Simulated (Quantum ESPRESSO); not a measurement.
# Au (Fm-3m) in Quantum ESPRESSO: notebook, part 2 of 2

Quantum ESPRESSO 7.5. Earlier steps stand in the parts before.

**3. Phonons, PBEsol, spin-orbit coupling, no magnetisation**

The input, pw.in:

```
&CONTROL
  calculation = 'scf'
  prefix = 'pwscf'
  outdir = './tmp'
  pseudo_dir = './pseudo'
  tprnfor = .true.
  tstress = .true.
  disk_io = 'low'
/
&SYSTEM
  ibrav = 0
  nat = 1
  ntyp = 1
  ecutwfc = 76
  nbnd = 32
  occupations = 'smearing'
  smearing = 'mp'
  degauss = 0.01999163
  noncolin = .true.
  lspinorb = .true.
/
&ELECTRONS
  conv_thr = 2d-10
  electron_maxstep = 120
  mixing_beta = 0.5
/
ATOMIC_SPECIES
Au   196.9666 Au.upf
CELL_PARAMETERS angstrom
   0.0000000000    2.0350000000    2.0350000000
   2.0350000000    0.0000000000    2.0350000000
   2.0350000000    2.0350000000    0.0000000000
ATOMIC_POSITIONS crystal
Au     0.0000000000    0.0000000000    0.0000000000
K_POINTS automatic
9 9 9 0 0 0
```

The input, scf2.in:

```
&CONTROL
  calculation = 'scf'
  prefix = 'pwscf'
  outdir = './tmp'
  pseudo_dir = './pseudo'
  tprnfor = .true.
  tstress = .true.
  disk_io = 'low'
/
&SYSTEM
  ibrav = 0
  nat = 1
  ntyp = 1
  ecutwfc = 76
  nbnd = 32
  occupations = 'smearing'
  smearing = 'mp'
  degauss = 0.01999163
  noncolin = .true.
  lspinorb = .true.
/
&ELECTRONS
  conv_thr = 1d-13
  electron_maxstep = 120
  mixing_beta = 0.5
  startingpot = 'file'
  startingwfc = 'file'
/
ATOMIC_SPECIES
Au   196.9666 Au.upf
CELL_PARAMETERS angstrom
   0.0000000000    2.0350000000    2.0350000000
   2.0350000000    0.0000000000    2.0350000000
   2.0350000000    2.0350000000    0.0000000000
ATOMIC_POSITIONS crystal
Au     0.0000000000    0.0000000000    0.0000000000
K_POINTS automatic
9 9 9 0 0 0
```

The input, ph.in:

```
phonons of Au
&INPUTPH
  prefix = 'pwscf'
  outdir = './tmp'
  tr2_ph = 1d-16
  fildyn = 'dyn'
  niter_ph = 60
  alpha_mix(1) = 0.4
/
0.3535533906 0.3535533906 0.3535533906
```

Potentials or basis: PseudoDojo 0.4 FR PBEsol standard.

The run is started by

```
OMP_NUM_THREADS=1 pw.x -in pw.in > pw.out
OMP_NUM_THREADS=1 pw.x -in scf2.in > scf2.out
OMP_NUM_THREADS=1 ph.x -in ph.in > ph.out
```

pw.out:

```text
This program is part of the open-source Quantum ESPRESSO suite
     for quantum simulation of materials; please cite
[... 9 lines left out ...]
     --------------------
     sticks:   dense  smooth     PW     G-vecs:    dense   smooth      PW
     Sum         613     613    199                10081    10081    1807

     Using Slab Decomposition

     bravais-lattice index     =            0
     lattice parameter (alat)  =       5.4385  a.u.
     unit-cell volume          =     113.7417 (a.u.)^3
     number of atoms/cell      =            1
     number of atomic types    =            1
     number of electrons       =        19.00
     number of Kohn-Sham states=           32
     kinetic-energy cutoff     =      76.0000  Ry
     charge density cutoff     =     304.0000  Ry
     scf convergence threshold =      2.0E-10
[... 156 lines left out ...]

   -84.5966 -84.5966 -48.2279 -48.2279 -31.5513 -31.5513 -31.5513 -31.5513
    10.7794  10.7794  15.4734  15.4734  15.4734  15.4734  16.6642  16.6642
    17.9169  17.9169  17.9169  17.9169  35.2244  35.2244  38.4351  38.4351
    39.5083  39.5083  39.5083  39.5083  44.2551  44.2551  47.5122  47.5122
[... 234 lines left out ...]
   -84.5800 -84.5800 -48.2878 -48.2878 -31.7596 -31.7596 -31.6929 -31.6929
    14.6017  14.6017  15.0274  15.0274  15.8105  15.8105  17.7436  17.7436
    19.1410  19.1410  24.3411  24.3411  26.9563  26.9563  28.1642  28.1642
    31.0617  31.0617  42.5671  42.5671  42.7965  42.7965  46.0840  46.0840

     the Fermi energy is    20.7159 ev

!    total energy              =    -295.31960319 Ry
     estimated scf accuracy    <          4.1E-11 Ry
     smearing contrib. (-TS)   =       0.00002873 Ry
     internal energy E=F+TS    =    -295.31963192 Ry

     The total energy is F=E-TS. E is the sum of the following terms:
     one-electron contribution =     -81.20147288 Ry
     hartree contribution      =      51.48634825 Ry
     xc contribution           =     -50.40553102 Ry
     ewald contribution        =    -215.19897627 Ry

     convergence has been achieved in   8 iterations

     Forces acting on atoms (cartesian axes, Ry/au):

     atom    1 type  1   force =     0.00000000    0.00000000    0.00000000

     Total force =     0.000000     Total SCF correction =     0.000000

     Computing stress (Cartesian axis) and pressure

          total   stress  (Ry/bohr**3)                   (kbar)     P=        3.07
   0.00002088   0.00000000  -0.00000000            3.07        0.00       -0.00
   0.00000000   0.00002088  -0.00000000            0.00        3.07       -0.00
  -0.00000000   0.00000000   0.00002088           -0.00        0.00        3.07

=------------------------------------------------------------------------------=
   JOB DONE.
=------------------------------------------------------------------------------=
```

scf2.out:

```text
This program is part of the open-source Quantum ESPRESSO suite
     for quantum simulation of materials; please cite
[... 9 lines left out ...]
     --------------------
     sticks:   dense  smooth     PW     G-vecs:    dense   smooth      PW
     Sum         613     613    199                10081    10081    1807
[... 401 lines left out ...]
   0.00002112   0.00000000   0.00000000            3.11        0.00        0.00
   0.00000000   0.00002112   0.00000000            0.00        3.11        0.00
   0.00000000   0.00000000   0.00002112            0.00        0.00        3.11

=------------------------------------------------------------------------------=
   JOB DONE.
=------------------------------------------------------------------------------=
```

ph.out:

```text
This program is part of the open-source Quantum ESPRESSO suite
     for quantum simulation of materials; please cite
         "P. Giannozzi et al., J. Phys.:Condens. Matter 21 395502 (2009);
         "P. Giannozzi et al., J. Phys.:Condens. Matter 29 465901 (2017);
         "P. Giannozzi et al., J. Chem. Phys. 152 154105 (2020);
     in publications or presentations arising from this work. More details at

     IMPORTANT: XC functional enforced from input :
[... 277 lines left out ...]
     freq (   3-   3) =        -53.3  [cm-1]   --> A_2u L_2'

     INITIALIZATION:

     DYNAMICAL MATRIX:

      Additional routines

=------------------------------------------------------------------------------=
   JOB DONE.
=------------------------------------------------------------------------------=
```

Wall time 12 min (1 thread of Arm Neoverse V1, shared host); peak memory 0.09 GiB.

Results:

```
Free energy                                 : -4018.0279 eV
Pressure                                    : 0.3 GPa
Band gap on the k mesh                      : none (metal or under the smearing width)
Highest phonon frequency at the q point run : -53 cm⁻¹
Most unstable mode                          : 93i cm⁻¹
```

Phonon frequencies in cm⁻¹ (negative: imaginary):
```csv
q point,frequencies
"(0.500, 0.500, 0.500)",-93 -93 -53
```

Phonon modes at q = (0.500, 0.500, 0.500) in reciprocal lattice units:
```tsv
mode	symmetry	cm⁻¹
1	E_u	-93
2	E_u	-93
3	A_2u	-53
```

Caveat: the mesh is thin for the phonons of a metal; some modes are imaginary; the q point doesn't lie on the k mesh, which can shift a metal's frequencies strongly unless the mesh is converged.
